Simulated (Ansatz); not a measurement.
Level of theory: Ansatz, DFT, revPBE, plane waves (420 eV) with PAW, scalar-relativistic. (PAW data from PBE, frozen cores regenerated.)

An element in the bcc structure gives this curve. The cell is scaled uniformly from the relaxed one, with fractional coordinates and shape fixed. Energies are extrapolated to zero smearing, pressures are those at the given smearing. Magnetic state: spin not included.

| V (Å³/atom) | E − E₀ (meV/atom) | P (GPa) |
| --- | --- | --- |
| 28.434 | 78.9 | 7.92 |
| 29.727 | 30.1 | 4.51 |
| 31.019 | 5.6 | 1.83 |
| 32.312 | 0.3 | -0.28 |
| 33.604 | 10.2 | -1.95 |
| 34.897 | 32.1 | -3.28 |
| 36.189 | 63.6 | -4.33 |

(1) Which element is it?
A. bismuth
B. lutetium
C. tellurium
D. indium

Results:

(1) A. Its fit is V₀ = 32.07 Å³/atom, B₀ = 49 GPa, B₀′ = 4.8.
